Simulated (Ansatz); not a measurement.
# Pb: how the settings move a relaxation

Question: which choices in the input matter for Pb?

Computed with Ansatz 0.2.0 (reference: DFT, PBEsol, PAW with Ansatz's default frozen-core files, scalar-relativistic; relaxation of atoms, unless a step's input says otherwise).

1 further run of the same task is left out (set aside as unsound or not needed).

### Step 1. Starting point

Symmetry: C2/m, No. 12, monoclinic system. The conventional cell has a = 6.045 Å, b = 3.421 Å, c = 3.383 Å, α = 90.00°, β = 122.86°, γ = 90.00°. Pb (site symmetry 2/m) is surrounded by 12 Pb at 3.38 to 3.52 Å.

Cell or atoms stand a little off a more symmetric structure (Fm-3m at a tolerance of 0.3 Å), so results at this geometry aren't those of that ideal crystal.

Structure file:

```cif
data_structure
_symmetry_space_group_name_H-M 'C2/m'
_symmetry_Int_Tables_number 12
_cell_length_a 6.0454
_cell_length_b 3.4214
_cell_length_c 3.3831
_cell_angle_alpha 90.000
_cell_angle_beta 122.861
_cell_angle_gamma 90.000
_cell_volume 58.78
loop_
_atom_site_label
_atom_site_type_symbol
_atom_site_symmetry_multiplicity
_atom_site_Wyckoff_symbol
_atom_site_fract_x
_atom_site_fract_y
_atom_site_fract_z
_atom_site_occupancy
Pb1 Pb 2 c 0.00000 0.00000 0.50000 1
```

### Step 2. Reference

File input.yaml:

```yaml
crystal:
  lattice:
    - [3.04851346989, -1.71070528405, -0.43699819484]
    - [3.04851346989, 1.71070528405, -0.43699819484]
    - [-2.99894628326, 0.0, 6.0652022463]
  atoms:
    - { symbol: Pb, position: [-5.480286e-06, -5.480286e-06, 0.249998270639] }
    - { symbol: Pb, position: [1.000005480286, 1.000005480286, 0.750001729361] }
kpoints:
  mp_grid: { grid: [10, 10, 6] }
scf:
  occupations: { method: fermi_dirac, width: 0.05 }
hamiltonian:
  xc: pbesol
  pseudopotentials: { kind: paw }
relax:
  f_tol: 0.002
  max_steps: 80
output:
  forces: true
  stress: true
```

The run is started by

```console
ansatz run input.yaml --threads 1 --pin off --max-ram 3072MiB --backend cpu --events-out ev --progress --plain --runs-dir out
```

Excerpt of the output:

```text
[...]
Basis set: ecut = 420 eV, 1135 PW (Γ), exchange–correlation on 48×48×96 points (8 copies of the dense FFT grid, shifted against one another)
[...]
k-points: 172 of 600
[...]
SCF iter   1: F=—  HF=-23509.889703 eV  |F-HF|=—  |Δ(HF+E_count)|=         —  Δρ=1.95e-3  dr2=1.80e-3  ethr=1.77e-3  ⟨swp⟩=6.2  Hψ=14765  notcnv=0
preconditioner: auto → Kerker (q_TF=auto, 2.411 Å⁻¹)  [metal: Δε(μ)=0.019 eV  Ē_g=16.845 eV  σ=0.050 eV  W_gap=0.09  n_scr=16 (ndim 8)  ℏωp=25.6 eV  f_vac=0.000  D(μ)=0.75/eV (n_scr^D=2)]
SCF iter   2: F=—  HF=-23509.887448 eV  |F-HF|=—  |Δ(HF+E_count)|=   2.26e-3  Δρ=1.29e-3  dr2=8.24e-4  ethr=6.42e-6  ⟨swp⟩=2.4  Hψ=6669  notcnv=0  defer=1
[...]
SCF iter   6: F=—  HF=-23509.887110 eV  |F-HF|=—  |Δ(HF+E_count)|=   2.37e-7  Δρ=2.50e-5  dr2=3.25e-7  ethr=4.12e-9  ⟨swp⟩=2.0  Hψ=4862  notcnv=0  defer=1
SCF iter   7: F=-23509.887110 eV  HF=-23509.887110 eV  |F-HF|=3.10e-8  |Δ(HF+E_count)|=   1.33e-7  Δρ=8.51e-6  dr2=3.18e-8  ethr=3.57e-10  ⟨swp⟩=4.3  Hψ=11067  notcnv=0
[...]
relax step   1: F+E_penalty+E_count = -23509.88710965 eV  Δ(F+E_penalty+E_count) = +0.000e0 eV  max|allowed force component| = 0.000e0 eV/Å  Δτ_max = 0.0000 Å  (7 SCF iters, accepted)
SCF converged after 7 iterations
Free energy (F): -23509.887110 eV
[...]
E sigma→0 (E₀):  -23509.883876 eV
[...]
Fermi energy:    11.276041 eV
[...]
  P = ⅓ Tr σ = 1.0154 GPa (10.154 kbar)
--- Relaxed structure (1 steps of the walk, 1 accepted, 0 SCFs on fresh bases) ---
[...]
```

Wall time 9.4 s (1 thread of Arm Neoverse V1, shared host); peak memory 0.42 GiB.

### Step 3. Variant: accuracy high

Changes to input.yaml since step 2:

```diff
@@ -21 +21,2 @@
   stress: true
+accuracy: high
```

The run is started by

```console
ansatz run input.yaml --threads 1 --pin off --max-ram 3072MiB --backend cpu --events-out ev --progress --plain --runs-dir out
```

Standard output, cut to the lines that bear on the results:

```text
Warning: the atoms were moved onto the symmetric positions of the space group found under crystal.symmetry.tolerance 1.0e-5 (fractional; no operation is sought that the atoms, as they stand in a round, miss by more than twice it, and no atom is moved by as much as it), and the run uses [...]
Warning: output.stress: scf.convergence.dr2_threshold = 1e-7 eV (the SCF's general default) is looser than the 2e-10 eV advised for a printed stress (1e-10 eV for each atom of the cell: 2). What an SCF threshold leaves in a stress goes as its square root, and in the free energy as the [...]
Pseudopotentials: kind: paw
Pseudopotential: Pb, paw, valence charge 14, recommended cutoff 420 eV (normal), Pb.paw.azcp
Functional definition: PBEsol
[...]
Crystal: 2 atoms, lattice volume = 58.777 Å³
Basis set: ecut = 420 eV, 1135 PW (Γ), exchange–correlation on 54×54×108 points (8 copies of the dense FFT grid, shifted against one another)
Bands: 18, of which v1, the nominal top of the filled ones, is band 14 counted from 1 (13 counted from 0)
Symmetry: 8 space group operations
Space group: C2/m (ITA 12), of the structure as read, at distance tolerance 3.9e-5 Å
k-points: 172 of 600
[...]
SCF iter   1: F=—  HF=-23509.889704 eV  |F-HF|=—  |Δ(HF+E_count)|=         —  Δρ=1.95e-3  dr2=1.80e-3  ethr=1.77e-3  ⟨swp⟩=6.2  Hψ=14765  notcnv=0
[...]
SCF iter   7: F=-23509.887110 eV  HF=-23509.887110 eV  |F-HF|=3.10e-8  |Δ(HF+E_count)|=   1.33e-7  Δρ=8.51e-6  dr2=3.18e-8  ethr=3.57e-10  ⟨swp⟩=4.3  Hψ=11066  notcnv=0
[...]
relax step   1: F+E_penalty+E_count = -23509.88710965 eV  Δ(F+E_penalty+E_count) = +0.000e0 eV  max|allowed force component| = 0.000e0 eV/Å  Δτ_max = 0.0000 Å  (7 SCF iters, accepted)
SCF converged after 7 iterations
Free energy (F): -23509.887110 eV
[...]
E sigma→0 (E₀):  -23509.883876 eV
Entropy (-TS):   -0.006467 eV (-3.233 meV/atom)
Fermi energy:    11.276041 eV
[...]
--- Forces (eV/Å), atoms counted from 1 ---
  atom   1  Pb     0.00000000     0.00000000     0.00000000
  atom   2  Pb     0.00000000     0.00000000     0.00000000
[...]
--- Stress (GPa, compression-positive) ---
        0.967616       0.000000       0.022319
        0.000000       1.017690       0.000000
        0.022319       0.000000       1.060910
  P = ⅓ Tr σ = 1.0154 GPa (10.154 kbar)
--- Relaxed structure (1 steps of the walk, 1 accepted, 0 SCFs on fresh bases) ---
  F+E_penalty+E_count = -23509.88710965 eV   max|allowed force component| = 0.000e0 eV/Å
  atoms:
    - { symbol: Pb, position: [-5.551115123125783e-17, -5.551115123125783e-17, 0.2499999999999999] }
    - { symbol: Pb, position: [1.0, 1.0, 0.7499999999999998] }
```

It took 11 s on 1 thread of Arm Neoverse V1, shared host; peak memory 0.43 GiB.

The changed input (accuracy level) leaves the energy the same to the digits printed.

### Step 4. All runs together

```
             run     ending  energy change  pressure (GPa)  gap (eV)  force (eV/Å)  cycles   time
       reference  converged              0             1.0      0.00          0.00       7  9.4 s
1: accuracy high  converged   0.0 meV/atom             1.0      0.00          0.00       7   11 s
```

The changed input (accuracy level) leaves the energy the same to the digits printed. Symmetry fixes the atoms and the cell is held, so no setting can move this relaxation. 
